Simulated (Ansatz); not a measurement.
Level of theory: Ansatz 0.2.0, DFT PBE, scalar-relativistic, plane waves, PAW. All cells share a 420 eV cutoff and Γ-centred k meshes spaced at most about 0.3 Å⁻¹ (about 0.25 or finer for metals, 2π included). No spin polarisation.

Temperature and zero-point effects are left out.

Two forms of BeTe2 were relaxed alike.

A.

Space group Pa-3 (No. 205). a = 6.533 Å, b = 6.533 Å, c = 6.533 Å, α = 90.00°, β = 90.00°, γ = 90.00°
| atom | site | symmetry | x | y | z |
| --- | --- | --- | --- | --- | --- |
| Be | 4a | .-3. | 0.0000 | 0.0000 | 0.0000 |
| Te | 8c | .3. | 0.8762 | 0.1238 | 0.6238 |

B.

Space group Ibam (No. 72). a = 4.601 Å, b = 10.001 Å, c = 6.802 Å, α = 90.00°, β = 90.00°, γ = 90.00°
| atom | site | symmetry | x | y | z |
| --- | --- | --- | --- | --- | --- |
| Be | 4a | 222 | 0.5000 | 0.5000 | 0.2500 |
| Te | 8j | ..m | 0.8059 | 0.3853 | 0.0000 |

Task: Which would you expect to be lower, and how large is the difference?

Result: B is lower, by 149 meV/atom. A has the pyrite type, space group Pa-3 (No. 205), 23.2 Å³/atom and no gap on its mesh; B has space group Ibam (No. 72), 26.1 Å³/atom and a gap of 0.23 eV. Counting Te atoms around Be (those within 1.25 times the shortest such distance or 1.15 times the sum of covalent radii), A has Be 6 and B has Be 4. A and B both hold Te–Te pairs. Both come from invented guesses.

No dispersion correction is applied, so the spacing and binding between layers, chains or molecules are poorly described (Ibam), and this can change margins and order among such cells. Spin–orbit coupling, which can matter for Te, is left out. Kohn–Sham gaps at this level usually fall short of measured ones. The missing spin–orbit coupling can work the other way here. Cells relaxed within their symmetry can be saddle points.

The preference for B fits the small size of Be²⁺. Six tellurium neighbours crowd one another around so small a cation and hold the Be–Te contacts long, whereas four allow shorter, more covalent bonds through the beryllium 2s and 2p orbitals, as in zinc-blende BeTe. B gains this despite its looser packing, 26.1 against 23.2 Å³/atom. Its coordinates describe edge-sharing BeTe₄ chains joined through Te–Te pairs into layers, so the tellurium pairing of pyrite is retained while the cation environment changes.

Both forms can therefore be read as Be²⁺(Te₂)²⁻, an electron-precise count that permits a gap without requiring one. The missing gap in A probably reflects broad tellurium bands, with the empty σ* states of the pairs overlapping the filled p states, rather than a shortage of electrons. The energy difference ranks these two arrangements only; whether either would survive against separation into BeTe and elemental tellurium is not shown.
